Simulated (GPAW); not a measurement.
Crystal: Li.

```
CELL_PARAMETERS angstrom
-1.75465 1.75465 1.75465
1.75465 -1.75465 1.75465
1.75465 1.75465 -1.75465
ATOMIC_POSITIONS crystal
Li 0.00000 0.00000 0.00000
```

* Program: GPAW 26.7.0
* Task: relaxation of cell and atoms
* Functional: PBE
* Dispersion: D3(BJ)
* Potentials or basis: GPAW PAW data sets (gpaw-data 1.2.1)
* Cutoff: 800 eV
* Basis: pw
* k mesh: 11 × 11 × 11
* Occupations: fermi-dirac, width 0.05 eV
* Spin: no spin polarisation

At the start: pressure -2.0 GPa; volume 21.61 Å³/atom.

Q: Where does the relaxation end?

A: Over 4 steps the energy falls by 21.9 meV/atom and the volume is 18.44 Å³/atom (-14.7 %); space group Im-3m (No. 229, to 0.05 Å).

Step by step:
```
step  energy change (eV)  largest force (eV/Å)  pressure (GPa)  volume (Å³)
   1              0.0000                0.0000           -1.95        21.61
   2             -0.0029                0.0000           -1.85        21.37
   3             -0.0216                0.0000            0.29        18.08
   4             -0.0219                0.0000           -0.03        18.44
```

Final structure:
```
Li
1.0
    -1.66426    1.66426    1.66426
     1.66426   -1.66426    1.66426
     1.66426    1.66426   -1.66426
Li
1
Direct
  0.00000 0.00000 0.00000
```

The cell as given is a measured one (21.61 Å³/atom); PBE+D3(BJ) puts the equilibrium volume -14.7 % from it, thermal expansion not counted.

Caveat: later steps reuse the first step's grids; the volume moved by -15 % from the deposited cell, more than functionals usually miss; pairwise dispersion overbinds metals, which lowers pressure and volume.
